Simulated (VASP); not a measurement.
# Ir (Fm-3m) in VASP: a series of runs

Runs on Ir. Level: PBE. Tasks: relaxation of cell and atoms, electrostatic potential.

Program: VASP 6.6.1. These are calculated values, not measurements. Logs are shortened: lines on timing, memory, paths and dates and some standing lists are left out, and cuts for length are marked.

**1. The crystal as given**

It takes space group Fm-3m (No. 225, cubic). The conventional cell has a = 3.830 Å, b = 3.830 Å, c = 3.830 Å, α = 90.00°, β = 90.00°, γ = 90.00°. Around Ir (site symmetry m-3m) lie 12 Ir at 2.71 Å.

The cell was built by a generator and needn't be a form met in nature.

**2. Relaxation of cell and atoms, PBE**

Input file INCAR:

```
PREC = Accurate
ENCUT = 230
EDIFF = 1E-6
ISMEAR = 1
SIGMA = 0.1
LREAL = F
LASPH = T
NELM = 120
ALGO = Fast
ISIF = 3
LWAVE = F
LCHARG = F
GGA = PE
IBRION = 2
NSW = 40
EDIFFG = -0.005
```

Input file KPOINTS:

```
regular mesh
0
Gamma
  18 18 18
```

Input file POSCAR:

```
Ir
1.0
    0.0000000000      1.9150000000      1.9150000000
    1.9150000000      0.0000000000      1.9150000000
    1.9150000000      1.9150000000      0.0000000000
Ir
1
Direct
    0.0000000000      0.0000000000      0.0000000000
```

Potentials or basis: VASP PAW PBE potentials, release 64 (Ir).

On the command line:

```sh
$ cat potpaw_PBE.64/Ir/POTCAR > POTCAR
$ mpirun -np 1 vasp_std > vasp.out
```

OUTCAR:

```text
PREC = Accurate
   ENCUT = 230
   EDIFF = 1E-6
   ISMEAR = 1
   LREAL = F
   LASPH = T
   NELM = 120
   ISIF = 3
   GGA = PE
   IBRION = 2
   NSW = 40
   EDIFFG = -0.005

 ion  position               nearest neighbor table
   1  0.000  0.000  0.000-

  LATTYP: Found a face centered cubic cell.
 ALAT       =     3.8300000000

  Lattice vectors:

 A1 = (   0.0000000000,   1.9150000000,   1.9150000000)
 A2 = (   1.9150000000,   0.0000000000,   1.9150000000)
 A3 = (   1.9150000000,   1.9150000000,   0.0000000000)

Analysis of symmetry for initial positions (statically):
=====================================================================
 Subroutine PRICEL returns:
 Original cell was already a primitive cell.

 Routine SETGRP: Setting up the symmetry group for a
 face centered cubic supercell.

 Subroutine GETGRP returns: Found 48 space group operations
 (whereof 48 operations were pure point group operations)
 out of a pool of 48 trial point group operations.

The static configuration has the point symmetry O_h .

Analysis of symmetry for dynamics (positions and initial velocities):
=====================================================================
 Subroutine PRICEL returns:
 Original cell was already a primitive cell.

 Routine SETGRP: Setting up the symmetry group for a
 face centered cubic supercell.

 Subroutine GETGRP returns: Found 48 space group operations
 (whereof 48 operations were pure point group operations)
 out of a pool of 48 trial point group operations.

The dynamic configuration has the point symmetry O_h .

 Subroutine INISYM returns: Found 48 space group operations
 (whereof 48 operations are pure point group operations),
 and found     1 'primitive' translations

----------------------------------------------------------------------------------------

                                     Primitive cell

  volume of cell :      14.0455

  direct lattice vectors                    reciprocal lattice vectors
     0.000000000  1.915000000  1.915000000    -0.261096606  0.261096606  0.261096606
     1.915000000  0.000000000  1.915000000     0.261096606 -0.261096606  0.261096606
     1.915000000  1.915000000  0.000000000     0.261096606  0.261096606 -0.261096606

  length of vectors
     2.708218972  2.708218972  2.708218972     0.452232587  0.452232587  0.452232587

  position of ions in fractional coordinates (direct lattice)
     0.000000000  0.000000000  0.000000000

  ion indices of the primitive-cell ions
   primitive index   ion index
                 1           1

----------------------------------------------------------------------------------------

 KPOINTS: regular mesh

Automatic generation of k-mesh.
 Grid dimensions read from file:
 generate k-points for:   18   18   18

 Generating k-lattice:

  Cartesian coordinates                     Fractional coordinates (reciprocal lattice)
    -0.014505367  0.014505367  0.014505367     0.055555556  0.000000000  0.000000000
     0.014505367 -0.014505367  0.014505367     0.000000000  0.055555556  0.000000000
     0.014505367  0.014505367 -0.014505367     0.000000000  0.000000000  0.055555556

  Length of vectors
     0.025124033  0.025124033  0.025124033

  Shift w.r.t. Gamma in fractional coordinates (k-lattice)
     0.000000000  0.000000000  0.000000000

 Subroutine IBZKPT returns following result:
 ===========================================

 Found    195 irreducible k-points:

 Following reciprocal coordinates:
            Coordinates               Weight
  0.000000  0.000000  0.000000      1.000000
  0.055556  0.000000  0.000000      8.000000
  0.111111  0.000000  0.000000      8.000000
  0.166667  0.000000  0.000000      8.000000
  0.222222  0.000000  0.000000      8.000000
  0.277778  0.000000  0.000000      8.000000
[... 16 lines left out ...]
 -0.277778  0.055556  0.000000     24.000000
 -0.222222  0.055556  0.000000     24.000000
 [... further k-points ...]
   k-points           NKPTS =    195   k-points in BZ     NKDIM =    195   number of bands    NBANDS=      8
   number of dos      NEDOS =    301   number of ions     NIONS =      1
   total plane-waves  NPLWV =   2744
   dimension x,y,z NGX =    14 NGY =   14 NGZ =   14
   dimension x,y,z NGXF=    28 NGYF=   28 NGZF=   28
   ions per type =               1
   NGX,Y,Z   is equivalent  to a cutoff of   8.59,  8.59,  8.59 a.u.
   NGXF,Y,Z  is equivalent  to a cutoff of  17.19, 17.19, 17.19 a.u.
 SYSTEM =  unknown system
   PREC   = accura    normal or accurate (medium, high low for compatibility)
   ISTART =      0    job   : 0-new  1-cont  2-samecut
   ICHARG =      2    charge: 1-file 2-atom 10-const
   ISPIN  =      1    spin polarized calculation?
   LNONCOLLINEAR =      F non collinear calculations
   LSORBIT =      F    spin-orbit coupling
   LASPH  =      T    aspherical Exc in radial PAW
   ENCUT  =  230.0 eV  16.90 Ry    4.11 a.u.   3.35  3.35  3.35*2*pi/ulx,y,z
   NELM   =    120;   NELMIN=  2; NELMDL= -5     # of ELM steps
   EDIFF  = 0.1E-05   stopping-criterion for ELM
   LREAL  =      F    real-space projection
   EDIFFG = -.5E-02   stopping-criterion for IOM
   NSW    =     40    number of steps for IOM
   IBRION =      2    ionic relax: 0-MD 1-quasi-New 2-CG
   NFREE  =      1    steps in history (QN), initial steepest desc. (CG)
   ISIF   =      3    stress and relaxation
   ISYM   =      2    0-nonsym 1-usesym 2-fastsym
   POTIM  = 0.5000    time-step for ionic-motion
   TEBEG  =    0.0;   TEEND  =   0.0 temperature during run
   PSTRESS=    0.0 pullay stress
   NELECT =       9.0000    total number of electrons
   NUPDOWN=      -1.0000    fix difference up-down
   EMIN   =  10.00;   EMAX   =-10.00  energy-range for DOS
   EFERMI =   0.00;   METHOD = LEGACY
   ISMEAR =     1;   SIGMA  =   0.10  broadening in eV -4-tet -1-fermi 0-gaus
   EFERMI_NEDOS =   21; number of points for ismear=-14 and -15
   IALGO  =     68    algorithm
   IMIX   =      4    mixing-type and parameters
     AMIX     =   0.40;   BMIX     =  1.00
     AMIX_MAG =   1.60;   BMIX_MAG =  1.00
  volume/ion in A,a.u.               =      14.05        94.78
  Fermi-wavevector in a.u.,A,eV,Ry     =   1.411379  2.667119 27.102667  1.991990
  Thomas-Fermi vector in A             =   2.533236
   LORBIT       =      0    0 simple, 1 ext, 2 COOP (PROOUT), +10 PAW based schemes
   GGA     = PE    functional components
   LHFCALC =     F    Hartree Fock is set to
   AEXX    =    0.0000 exact exchange contribution
   IVDW    =     0    specifies the selected vdW correction
   LEPSILON=     F    determine dielectric tensor
   LRPA    =     F    only Hartree local field effects (RPA)
 conjugate gradient relaxation of ions
 non-spin polarized calculation
 RMM-DIIS sequential band-by-band and
 Methfessel and Paxton  Order N= 1 SIGMA  =   0.10
  energy-cutoff  :      230.00
  volume of cell :       14.05
 maximum number of plane-waves:       121
 NGX is ok and might be reduce to    14
   NGX =  7   NGY =  7   NGZ =  7

--------------------------------------- Ionic step        1  -------------------------------------------

 number of electron       9.0000003 magnetization

 Free energy of the ion-electron system (eV)
  ---------------------------------------------------
  ext. energy  EPLUGINS =         0.00000000
  ---------------------------------------------------
  free energy    TOTEN  =        -8.83936628 eV

  energy without entropy =       -8.83942771  energy(sigma->0) =       -8.83938676

------------------------ aborting loop because EDIFF is reached ----------------------------------------

  FORCE on cell =-STRESS in cart. coord.  units (eV):
  Direction    XX          YY          ZZ          XY          YZ          ZX
  --------------------------------------------------------------------------------------
  -------------------------------------------------------------------------------------
  Total        1.0504040      1.0504040      1.0504040      0.0000000      0.0000000      0.0000000
  in kB      119.8203591    119.8203591    119.8203591      0.0000000      0.0000000      0.0000000
  external PRESSURE =     119.8203591 kB  Pullay stress =       0.0000000 kB
[... 20 lines left out ...]
  energy  without entropy=       -8.8394277125  energy(sigma->0) =       -8.83938676

--------------------------------------- Ionic step        2  -------------------------------------------

 number of electron       9.0000000 magnetization

 E-fermi :   8.1429     XC(G=0): -13.1613

 val. band max:        8.1372236523   @ k =   0.5000   0.2222   0.1111
 cond. band min:       8.1572485043   @ k =   0.3333   0.1111   0.0000
 fundamental gap:      0.0200248520
 Fermi energy:         8.1428844599

 k-point     1 :       0.0000    0.0000    0.0000
  band No.  band energies     occupation
      1      -1.5459      2.00000
      2       4.9924      2.00000
      3       4.9924      2.00000
      4       4.9924      2.00000
      5       7.1307      2.00000
      6       7.1307      2.00000
      7      22.6570      0.00000
      8      27.4192      0.00000
[... 460 lines left out ...]
  energy  without entropy=       -8.8552012210  energy(sigma->0) =       -8.85516503

--------------------------------------- Ionic step        8  -------------------------------------------

 number of electron       9.0000002 magnetization

 Free energy of the ion-electron system (eV)
  ---------------------------------------------------
  ext. energy  EPLUGINS =         0.00000000
  ---------------------------------------------------
  free energy    TOTEN  =        -8.85514662 eV

  energy without entropy =       -8.85520080  energy(sigma->0) =       -8.85516468

 E-fermi :  10.0503     XC(G=0): -13.8522

 val. band max:       10.0488916671   @ k =   0.3333   0.1111   0.0556
 cond. band min:      10.0804121664   @ k =  -0.2778   0.3333   0.1111
 fundamental gap:      0.0315204993
 Fermi energy:        10.0503152866

 k-point     1 :       0.0000    0.0000    0.0000
  band No.  band energies     occupation
      1      -0.8663      2.00000
      2       6.2602      2.00000
      3       6.2602      2.00000
      4       6.2602      2.00000
      5       8.8519      2.00000
      6       8.8519      2.00000
      7      24.3842      0.00000
      8      29.8289      0.00000
[... 281 lines left out ...]
  FREE ENERGIE OF THE ION-ELECTRON SYSTEM (eV)
  ---------------------------------------------------
  free  energy   TOTEN  =        -8.8551466180 eV

  energy  without entropy=       -8.8552008013  energy(sigma->0) =       -8.85516468

 reached required accuracy - stopping structural energy minimisation
```

Wall time 31 s (1 thread of Intel Xeon Platinum 8559C (Emerald Rapids), shared host); peak memory 0.12 GiB.

These settings aren't checked as converged: the numbers below hold their error.

What came out:

- Free energy: -8.8551 eV
- Relaxed volume: 14.48 Å³/atom
- Relaxed cell: a = 2.736 Å, b = 2.736 Å, c = 2.736 Å, α = 60.00°, β = 60.00°, γ = 60.00°
- Space group after relaxing (to 0.05 Å): Fm-3m (No. 225)
- Energy gained by relaxing: 15.8 meV/atom
- Ionic steps: 8
- Band gap on the k mesh: none (metal or under the smearing width)

Caveat: the cutoff is under 1.25 times the usual one of these potentials, so pressure, stress and relaxed cells hold a basis-set (Pulay) error.

[end of part 1 of 2]
